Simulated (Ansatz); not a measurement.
# GaAs: levels of theory, part 2 of 2

Aim: for GaAs, compare levels of theory.

Ansatz 0.2.0; DFT PBE, spin-orbit coupling, plane waves, PAW, and further levels as typed in the inputs.

**4. Single point: r2SCAN with spin-orbit coupling**

Contents of input.yaml:

```yaml
crystal:
  lattice:
    - [0.0, 2.8265, 2.8265]
    - [2.8265, 0.0, 2.8265]
    - [2.8265, 2.8265, 0.0]
  atoms:
    - { symbol: Ga, position: [0.0, 0.0, 0.0] }
    - { symbol: As, position: [0.25, 0.25, 0.25] }
scf:
  occupations: { method: gaussian, width: 0.03 }
output:
  eigenstates:
    kpoints:
      - [0.0, 0.0, 0.0]
      - [0.05, 0.05, 0.05]
      - [0.1, 0.1, 0.1]
      - [0.15, 0.15, 0.15]
      - [0.2, 0.2, 0.2]
      - [0.25, 0.25, 0.25]
      - [0.3, 0.3, 0.3]
      - [0.35, 0.35, 0.35]
      - [0.4, 0.4, 0.4]
      - [0.45, 0.45, 0.45]
      - [0.5, 0.5, 0.5]
      - [0.5, 0.5, 0.0]
      - [0.25, 0.5, 0.5]
      - [0.2, 0.45, 0.45]
      - [0.3, 0.55, 0.55]
hamiltonian:
  xc: r2scan
kpoints:
  mp_grid: { grid: [10, 10, 10] }
magnetization:
  noncollinear: true
  spin_orbit: true
```

Run with:

```sh
ansatz run input.yaml --threads 4 --pin off --max-ram 10240MiB --backend cpu --events-out ev --progress --plain --runs-dir out
```

Standard output:

```text
Warning: RAYON_NUM_THREADS=4 ignored (pool sized by the plan → 4); use --threads N
Engine: ansatz 0.2.0, x86_64-unknown-linux-gnu
Pseudopotentials: kind: paw_fr
Pseudopotential: Ga, paw_fr, valence charge 13, recommended cutoff 500 eV (meta_gga), Ga.paw.azcp#standard-fr
Pseudopotential: As, paw_fr, valence charge 15, recommended cutoff 500 eV (meta_gga), As.paw.azcp#standard-fr
Functional definition: r2SCAN
  parameter k0 = 0.174
  parameter k1 = 0.065
  parameter a1 = 4.9479
  exchange = r2scan_x(k0 = k0, k1 = k1, a1 = a1)
  correlation = r2scan_c
non-collinear run that drives no moment, with spin-orbit: no starting moment large enough to seed its density (crystal.atoms[].spin), no starting occupations that ask for one, no magnetisation constraint and no magnetic field, so the semilocal B_xc is pinned to zero
Crystal: 2 atoms, lattice volume = 45.162 Å³
Basis set: ecut = 500 eV, 1139 PW (Γ), exchange–correlation on 120×120×120 points (64 copies of the dense FFT grid, shifted against one another)
Bands: 36, of which v1, the nominal top of the filled ones, is band 28 counted from 1 (27 counted from 0)
Symmetry: 24 space group operations + 24 with time reversal
Magnetic group: BNS 216.75 (UNI 1577), of the structure as read, at distance tolerance 3.6e-5 Å
k-points: 47 of 1000 (time reversal used)
Projection manifold: j_resolved (fully-relativistic pseudo-atomic orbitals)
Non-local potential: Ga, projectors of the file, l = 0: 2, l = 1: 4, l = 2: 6, l = 3: 2
Non-local potential: As, projectors of the file, l = 0: 2, l = 1: 4, l = 2: 6, l = 3: 2
PAW form: soft (Blöchl's): semilocal exchange-correlation on the pseudo side does not see the compensation charge
PAW frozen core: Ga, regenerated for the run's functional (the file was generated under x = pbe(κ = 0.804, μ = 0.2195149727645171), c = pbe(β = 0.06672455060314922))
PAW frozen core: As, regenerated for the run's functional (the file was generated under x = pbe(κ = 0.804, μ = 0.2195149727645171), c = pbe(β = 0.06672455060314922))
PAW one-centre angular grid: Ga, 590 points (default); XC on 224 Gauss nodes
PAW one-centre angular grid: As, 590 points (default); XC on 257 of its mesh's 2695 points in the sphere
Initial density: superposition of atomic densities (chi_scale 0.1, normalization cell, long waves kept (reshape's long-wave potential 0.00 eV rms))
Initial wavefunctions: pseudopotential atomic-orbital guess
Functional: x = r2scan, c = r2scan; τ floored in thin density (d = 2e-4 eV/Å³)
iter 1 solved again at ethr=1.69e-3 eV; its pass at ethr=3.10e-3 eV (dr2=4.72e-1 eV) is discarded
SCF iter   1: F=—  HF=-8650.258875 eV  |F-HF|=—  |Δ(HF+E_count)|=         —  Δρ=4.22e-2  dr2=4.73e-1  dr2_τ=1.32e-3  dr2_m=0.00e0 (ungated)  ethr=1.69e-3  |M|=0.00e0 ∫|m|=0.00e0 μB  |m|>n=0.0e0 m-floor=0.0e0 τ_xc=0.0e0  β_m=0.30  ⟨swp⟩=1.1  Hψ=10112  notcnv=0
preconditioner: auto → none  [insulator: Δε(μ)=0.700 eV  Ē_g=16.610 eV  σ=0.030 eV  W_gap=1.00  n_scr=14 (ndim 8)  ℏωp=23.4 eV  f_vac=0.001  D(μ)=0.00/eV (n_scr^D=0)  ε∞_Penn≈3.0]
SCF iter   2: F=—  HF=-8650.267578 eV  |F-HF|=—  |Δ(HF+E_count)|=   8.70e-3  Δρ=2.81e-2  dr2=2.03e-1  dr2_τ=3.34e-4  dr2_m=0.00e0 (ungated)  ethr=1.69e-3  |M|=0.00e0 ∫|m|=0.00e0 μB  |m|>n=0.0e0 m-floor=0.0e0 τ_xc=0.0e0  β_m=0.57  ⟨swp⟩=2.0  Hψ=2072  notcnv=0
SCF iter   3: F=—  HF=-8650.283429 eV  |F-HF|=—  |Δ(HF+E_count)|=   1.59e-2  Δρ=5.46e-3  dr2=7.64e-3  dr2_τ=4.03e-5  dr2_m=0.00e0 (ungated)  ethr=7.25e-4  |M|=0.00e0 ∫|m|=0.00e0 μB  |m|>n=0.0e0 m-floor=0.0e0 τ_xc=0.0e0  β_m=0.52  ⟨swp⟩=3.0  Hψ=2468  notcnv=0
SCF iter   4: F=—  HF=-8650.280424 eV  |F-HF|=—  |Δ(HF+E_count)|=   3.01e-3  Δρ=8.98e-4  dr2=1.50e-4  dr2_τ=1.34e-6  dr2_m=0.00e0 (ungated)  ethr=2.73e-5  |M|=0.00e0 ∫|m|=0.00e0 μB  |m|>n=0.0e0 m-floor=0.0e0 τ_xc=0.0e0  β_m=0.56  ⟨swp⟩=2.1  Hψ=2940  notcnv=0  defer=16
SCF iter   5: F=—  HF=-8650.280508 eV  |F-HF|=—  |Δ(HF+E_count)|=   8.44e-5  Δρ=3.10e-4  dr2=1.68e-5  dr2_τ=1.36e-7  dr2_m=0.00e0 (ungated)  ethr=5.34e-7  |M|=0.00e0 ∫|m|=0.00e0 μB  |m|>n=0.0e0 m-floor=0.0e0 τ_xc=0.0e0  β_m=0.62  ⟨swp⟩=2.0  Hψ=2756  notcnv=0  defer=16
SCF iter   6: F=—  HF=-8650.280524 eV  |F-HF|=—  |Δ(HF+E_count)|=   1.55e-5  Δρ=5.77e-5  dr2=7.33e-7  dr2_τ=4.93e-9  dr2_m=0.00e0 (ungated)  ethr=6.00e-8  |M|=0.00e0 ∫|m|=0.00e0 μB  |m|>n=0.0e0 m-floor=0.0e0 τ_xc=0.0e0  β_m=0.68  ⟨swp⟩=2.0  Hψ=2801  notcnv=0  defer=16
SCF iter   7: F=-8650.280524 eV  HF=-8650.280524 eV  |F-HF|=1.08e-8  |Δ(HF+E_count)|=   6.63e-7  Δρ=1.05e-5  dr2=2.47e-8  dr2_τ=3.38e-10  dr2_m=0.00e0 (ungated)  ethr=3.57e-10  |M|=0.00e0 ∫|m|=0.00e0 μB  |m|>n=0.0e0 m-floor=0.0e0 τ_xc=0.0e0  ⟨swp⟩=4.9  Hψ=6029  notcnv=0
SCF 1 converged in 7 iterations: F = -8650.280524 eV  dr2 = 2.47e-8
NSCF: frozen V_eff on 15 k-points
SCF converged after 7 iterations
Magnetization: |M| = 0.0000 μB,  M = (+0.0000, +0.0000, +0.0000) μB
Absolute magnetization: 0.0000 μB (∫|m|)
  site 0: m = (+0.0000, +0.0000, +0.0000) μB, |m| = 0.0000 μB  (R = 1.01 Å)
  site 1: m = (+0.0000, +0.0000, +0.0000) μB, |m| = 0.0000 μB  (R = 1.01 Å)
Free energy (F): -8650.280524 eV
Harris-Foulkes:  -8650.280524 eV  (|F-HF|=1.08e-8)
Internal energy: -8650.280524 eV  (E = F + TS)
E sigma→0 (E₀):  -8650.280524 eV
Fermi energy:    8.506534 eV
--- Per-component energies (eV) ---
  E_band       = -330.941645
  E_kinetic    = 218.665811
  E_local      = -3918.680359  (includes V_loc(G=0)·N_el)
  E_nonlocal   = -242.533853
  E_hartree    = 1977.007103
  E_xc         = -136.671167
  E_vxc        = -143.996716  (∫ρ·V_xc dr)
  E_paw        = -3846.925601  (= ΣΔE_a)
  E_vpaw       = -205.930749  (= ΣTr[D̂ρ^β])
  E_aug_tail   = -0.000041  (compensation charges beyond the density's cutoff)
  E_vtau       = 7.519950  (kinetic-family band-sum trace: ∫τ·v_τ [+ j·A + Jᵃ·Aᵃ] dr)
  E_ewald      = -2699.061965
  E_core_change = -2.080453  (= ΣΔE_core)
  E_smearing   = -0.000000  (= −TS)
  E_closure    = 0.000000  (closes the sum)
  Σ components = -8650.280524   (vs F -8650.280524, Δ=0.00e0)
--- Band table (eV; the first three rows and the last of 47) ---
  k-point 0: bands = ["-28.2743", "-28.2743", "-28.2743", "-28.2743", "-27.5504", "-27.5504", "-27.5426", "-27.5426", "-27.5426", "-27.5426", "-7.5298", "-7.5298", "-7.5298", "-7.5298", "-7.1062", "-7.1062", "-7.0459", "-7.0459", "-7.0459", "-7.0459", "-5.2671", "-5.2671", "7.7218", "7.7218", "8.0492", "8.0492", "8.0492", "8.0492", "8.9632", "8.9632", "11.8695", "11.8695", "12.0513", "12.0513", "12.0513", "12.0513"]
  k-point 1: bands = ["-28.2743", "-28.2742", "-28.2742", "-28.2742", "-27.5503", "-27.5503", "-27.5426", "-27.5426", "-27.5425", "-27.5425", "-7.5325", "-7.5325", "-7.5314", "-7.5269", "-7.1083", "-7.1083", "-7.0493", "-7.0493", "-7.0465", "-7.0416", "-5.1428", "-5.1428", "6.4943", "6.4943", "7.6764", "7.6764", "7.8828", "7.8853", "9.8230", "9.8230", "12.1540", "12.1540", "12.2972", "12.2987", "12.3081", "12.3081"]
  k-point 2: bands = ["-28.2742", "-28.2742", "-28.2740", "-28.2740", "-27.5501", "-27.5501", "-27.5426", "-27.5426", "-27.5422", "-27.5422", "-7.5396", "-7.5396", "-7.5313", "-7.5240", "-7.1125", "-7.1125", "-7.0567", "-7.0567", "-7.0432", "-7.0352", "-4.7867", "-4.7867", "4.6327", "4.6327", "7.3190", "7.3190", "7.5246", "7.5281", "9.9170", "9.9170", "12.6546", "12.6546", "12.7778", "12.7796", "13.5711", "13.5711"]
  k-point 46: bands = ["-28.2738", "-28.2736", "-28.2734", "-28.2734", "-27.5494", "-27.5491", "-27.5421", "-27.5420", "-27.5419", "-27.5418", "-7.6019", "-7.5527", "-7.5068", "-7.4985", "-7.1758", "-7.0821", "-7.0566", "-7.0497", "-7.0333", "-7.0270", "-2.5826", "-2.5825", "1.1036", "1.1572", "4.3060", "4.4220", "4.5439", "4.5810", "12.1903", "12.2339", "12.3240", "12.4167", "14.7237", "14.7882", "15.1074", "15.1512"]
```

Wall time 21 s (4 threads of Intel Xeon Platinum 8259CL at 2.50GHz (Skylake/Cascade Lake), shared host); peak memory 0.82 GiB.

**5. The runs side by side**

This closing draws on all 2 parts.

```
step                            level  volume (Å³/atom)  pressure (GPa)  energy (eV)  gap on the mesh (eV)  gap less the measured one (eV)  time
   2     PBE with spin-orbit coupling             22.58             n/a    -8640.045                  0.41                           -1.00  10 s
   3     LDA with spin-orbit coupling             22.58             n/a    -8481.481                  0.18                           -1.24  12 s
   4  r2SCAN with spin-orbit coupling             22.58             n/a    -8650.281                  0.91                           -0.50  21 s
```

Totals of different systems or levels have different zeros; only balanced differences at one level mean anything.

The gap on the mesh runs from 0.18 eV with LDA with spin-orbit coupling to 0.91 eV with r2SCAN with spin-orbit coupling. The measured gap used in the table is 1.412 eV (direct; 300 K; “Evidence of valence band perturbations in GaAsN/GaAs(001): A combined variable-angle spectroscopic ellipsometry and modulated photoreflectance investigation”, 2008, arxiv:0805.2212); excitons, temperature and zero-point motion are not in these runs.

The gaps are Kohn-Sham values of a semilocal functional, not quasiparticle or optical gaps. Such gaps usually fall short of the measured ones.
